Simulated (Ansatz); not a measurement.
# SnO2: the cost of one run

Computed with Ansatz 0.2.0 (DFT PBE, scalar-relativistic, plane waves, PAW, unless a step's input says otherwise).

### 1 Starting point

It takes space group I4_1/amd (No. 141, tetragonal). The conventional cell has a = 4.000 Å, b = 4.000 Å, c = 10.247 Å, α = 90.00°, β = 90.00°, γ = 90.00°. Sn (site symmetry -4m2) has 6 O at 2.06 to 2.09 Å as nearest neighbours. O (site symmetry 2mm) is surrounded by 3 Sn at 2.06 to 2.09 Å.

Coordinates:

```cif
data_structure
_symmetry_space_group_name_H-M 'P 1'
_symmetry_Int_Tables_number 1
_cell_length_a 8.1397
_cell_length_b 8.1397
_cell_length_c 11.3141
_cell_angle_alpha 69.666
_cell_angle_beta 69.666
_cell_angle_gamma 88.053
_cell_volume 655.88
loop_
_atom_site_label
_atom_site_type_symbol
_atom_site_fract_x
_atom_site_fract_y
_atom_site_fract_z
_atom_site_occupancy
Sn1 Sn 0.62500 0.87500 0.25000 1
Sn2 Sn 0.12500 0.37500 0.25000 1
Sn3 Sn 0.37500 0.12500 0.50000 1
Sn4 Sn 0.87500 0.62500 0.50000 1
Sn5 Sn 0.12500 0.37500 0.75000 1
Sn6 Sn 0.62500 0.87500 0.75000 1
Sn7 Sn 0.87500 0.62500 0.00000 1
Sn8 Sn 0.37500 0.12500 0.00000 1
Sn9 Sn 0.00000 0.00000 0.00000 1
Sn10 Sn 0.50000 0.50000 0.00000 1
Sn11 Sn 0.75000 0.25000 0.25000 1
Sn12 Sn 0.25000 0.75000 0.25000 1
Sn13 Sn 0.50000 0.50000 0.50000 1
Sn14 Sn 0.00000 0.00000 0.50000 1
Sn15 Sn 0.25000 0.75000 0.75000 1
Sn16 Sn 0.75000 0.25000 0.75000 1
O1 O 0.20348 0.20348 0.39826 1
O2 O 0.70348 0.70348 0.39826 1
O3 O 0.95348 0.45348 0.64826 1
O4 O 0.45348 0.95348 0.64826 1
O5 O 0.70348 0.70348 0.89826 1
O6 O 0.20348 0.20348 0.89826 1
O7 O 0.45348 0.95348 0.14826 1
O8 O 0.95348 0.45348 0.14826 1
O9 O 0.42152 0.67152 0.35174 1
O10 O 0.92152 0.17152 0.35174 1
O11 O 0.17152 0.92152 0.60174 1
O12 O 0.67152 0.42152 0.60174 1
O13 O 0.92152 0.17152 0.85174 1
O14 O 0.42152 0.67152 0.85174 1
O15 O 0.67152 0.42152 0.10174 1
O16 O 0.17152 0.92152 0.10174 1
O17 O 0.79652 0.79652 0.10174 1
O18 O 0.29652 0.29652 0.10174 1
O19 O 0.54652 0.04652 0.35174 1
O20 O 0.04652 0.54652 0.35174 1
O21 O 0.29652 0.29652 0.60174 1
O22 O 0.79652 0.79652 0.60174 1
O23 O 0.04652 0.54652 0.85174 1
O24 O 0.54652 0.04652 0.85174 1
O25 O 0.82848 0.07848 0.14826 1
O26 O 0.32848 0.57848 0.14826 1
O27 O 0.57848 0.32848 0.39826 1
O28 O 0.07848 0.82848 0.39826 1
O29 O 0.32848 0.57848 0.64826 1
O30 O 0.82848 0.07848 0.64826 1
O31 O 0.07848 0.82848 0.89826 1
O32 O 0.57848 0.32848 0.89826 1
```

The runs take a perfect supercell of 48 atoms; the defect goes to fractional position (0.625, 0.875, 0.250).

### 2 The perfect supercell

input.yaml

```yaml
crystal:
  lattice:
    - [6.000206, -2.000069, -5.123679]
    - [-2.000069, 6.000206, -5.123679]
    - [8.000274, 8.000274, -1.0e-06]
  atoms:
    - { symbol: Sn, position: [0.625, 0.875, 0.25] }
    - { symbol: Sn, position: [0.125, 0.375, 0.25] }
    - { symbol: Sn, position: [0.375, 0.125, 0.5] }
    - { symbol: Sn, position: [0.875, 0.625, 0.5] }
    - { symbol: Sn, position: [0.125, 0.375, 0.75] }
    - { symbol: Sn, position: [0.625, 0.875, 0.75] }
    - { symbol: Sn, position: [0.875, 0.625, 0.0] }
    - { symbol: Sn, position: [0.375, 0.125, 0.0] }
    - { symbol: Sn, position: [0.0, 0.0, 0.0] }
    - { symbol: Sn, position: [0.5, 0.5, 0.0] }
    - { symbol: Sn, position: [0.75, 0.25, 0.25] }
    - { symbol: Sn, position: [0.25, 0.75, 0.25] }
    - { symbol: Sn, position: [0.5, 0.5, 0.5] }
    - { symbol: Sn, position: [0.0, 0.0, 0.5] }
    - { symbol: Sn, position: [0.25, 0.75, 0.75] }
    - { symbol: Sn, position: [0.75, 0.25, 0.75] }
    - { symbol: O, position: [0.203478, 0.203478, 0.398261] }
    - { symbol: O, position: [0.703478, 0.703478, 0.398261] }
    - { symbol: O, position: [0.953478, 0.453478, 0.648261] }
    - { symbol: O, position: [0.453478, 0.953478, 0.648261] }
    - { symbol: O, position: [0.703478, 0.703478, 0.898261] }
    - { symbol: O, position: [0.203478, 0.203478, 0.898261] }
    - { symbol: O, position: [0.453478, 0.953478, 0.148261] }
    - { symbol: O, position: [0.953478, 0.453478, 0.148261] }
    - { symbol: O, position: [0.421522, 0.671522, 0.351739] }
    - { symbol: O, position: [0.921522, 0.171522, 0.351739] }
    - { symbol: O, position: [0.171522, 0.921522, 0.601739] }
    - { symbol: O, position: [0.671522, 0.421522, 0.601739] }
    - { symbol: O, position: [0.921522, 0.171522, 0.851739] }
    - { symbol: O, position: [0.421522, 0.671522, 0.851739] }
    - { symbol: O, position: [0.671522, 0.421522, 0.101739] }
    - { symbol: O, position: [0.171522, 0.921522, 0.101739] }
    - { symbol: O, position: [0.796522, 0.796522, 0.101739] }
    - { symbol: O, position: [0.296522, 0.296522, 0.101739] }
    - { symbol: O, position: [0.546522, 0.046522, 0.351739] }
    - { symbol: O, position: [0.046522, 0.546522, 0.351739] }
    - { symbol: O, position: [0.296522, 0.296522, 0.601739] }
    - { symbol: O, position: [0.796522, 0.796522, 0.601739] }
    - { symbol: O, position: [0.046522, 0.546522, 0.851739] }
    - { symbol: O, position: [0.546522, 0.046522, 0.851739] }
    - { symbol: O, position: [0.828478, 0.078478, 0.148261] }
    - { symbol: O, position: [0.328478, 0.578478, 0.148261] }
    - { symbol: O, position: [0.578478, 0.328478, 0.398261] }
    - { symbol: O, position: [0.078478, 0.828478, 0.398261] }
    - { symbol: O, position: [0.328478, 0.578478, 0.648261] }
    - { symbol: O, position: [0.828478, 0.078478, 0.648261] }
    - { symbol: O, position: [0.078478, 0.828478, 0.898261] }
    - { symbol: O, position: [0.578478, 0.328478, 0.898261] }
basis:
  ecutwfc: 420
  fft_grid_basis: typed
kpoints:
  mp_grid: { grid: [2, 2, 1] }
hamiltonian:
  xc: pbe
  pseudopotentials: { kind: paw }
scf:
  occupations: { method: gaussian, width: 0.05 }
output:
  forces: true
  stress: false
  eigenvalues: true
  bader: false
  write_density: true
  volumetric_format: npy
```

Launch:

```bash
ansatz run input.yaml --threads 4 --pin off --max-ram 10240MiB --backend cpu --events-out ev --progress --plain --runs-dir out
```

**Question.** How long does this run take on 4 threads of Intel Xeon 6975P-C (Granite Rapids), shared host, and how much memory does it need?

About 3.9 s, with a peak of 2.5 GiB.
